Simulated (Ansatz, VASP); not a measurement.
One calculation of Eu, two programs

File INCAR:

```
SYSTEM = Eu
PREC     = Accurate       ! precision mode
ENCUT    = 520            ! plane-wave cutoff, eV
EDIFF    = 1E-6           ! SCF threshold, eV
ISMEAR   = -1             ! smearing method
SIGMA    = 0.1            ! smearing width, eV
LREAL    = .False.        ! projectors in reciprocal space
LASPH    = .True.         ! aspherical terms in the spheres
NELM     = 150            ! most SCF steps
ALGO     = Normal         ! electronic algorithm
ISIF     = 2              ! what is computed and relaxed
LWAVE    = .False.        ! write WAVECAR
LCHARG   = .True.         ! write CHGCAR
ISPIN    = 2              ! spin polarisation
MAGMOM   = 7              ! initial moments
LORBIT   = 11             ! projections on sites
LMAXMIX  = 6              ! l up to which the mixer works
GGA      = PE             ! functional
LELF     = .True.         ! ELF
LVHAR    = .True.       
NBANDS   = 18             ! bands
```

Contents of KPOINTS:

```
regular mesh
0
Gamma
  11 11 11
  0 0 0
```

File POSCAR:

```
Eu
1.0
    3.5046554740      0.0000000000      0.0000000000
    0.0000000000      3.5046554740      0.0000000000
    0.0000000000      0.0000000000      3.5046554740
Eu
1
Direct
    0.0000000000      0.0000000000      0.0000000000
```

Input for Ansatz:

```yaml
crystal:
  lattice:
    - [3.504655474, 0.0, 0.0]
    - [0.0, 3.504655474, 0.0]
    - [0.0, 0.0, 3.504655474]
  atoms:
    - { symbol: Eu, position: [0.0, 0.0, 0.0], spin: 7.0 }
magnetization:
  spin_polarized: true
kpoints:
  mp_grid: { grid: [11, 11, 11] }
  band_path:
    path:
      - [0.0, 0.0, 0.0]
      - [0.0, 0.5, 0.0]
      - [0.5, 0.5, 0.0]
      - [0.0, 0.0, 0.0]
      - [0.5, 0.5, 0.5]
      - [0.0, 0.5, 0.0]
      - [0.5, 0.5, 0.5]
      - [0.5, 0.5, 0.0]
    npoints: 14
scf:
  occupations: { method: fermi_dirac, width: 0.1 }
hamiltonian:
  xc: pbe
  pseudopotentials: { kind: all_electron, lapw: { basis_error: 0.001 } }
output:
  forces: true
  stress: true
  eigenvalues: true
  populations: true
  dos: { projected: true, de: 0.2, e_range: [-14, 8] }
```

This isn't the form of Eu at room conditions, which is bcc.

Alike in both runs: task single point; functional PBE; k mesh 11 × 11 × 11; occupations fermi-dirac, width 0.1 eV; collinear spin.

```csv
,VASP,Ansatz
version,VASP 6.6.1,Ansatz 0.2.0
potentials or method,"VASP PAW PBE potentials, release 64 (Eu)","all-electron LAPW, scalar-relativistic"
plane-wave cutoff (eV),520,see its input
```

```tsv
	VASP	Ansatz	Ansatz less VASP
pressure (GPa)	-0.2	0.1	+0.27
net moment per atom (μB)	7.25	7.25	-0.003
size of the moment on the site where the two differ most (μB)	6.70	7.09	+0.391
```

Site moments also hang on the region over which each program counts them. Ansatz ran all-electron here, so the differences hold the error of VASP's frozen core and of both bases.

Caveats: spin-orbit coupling is left out, which moves the levels of the heavy elements. The state reached can hang on the start; a lower one may exist.
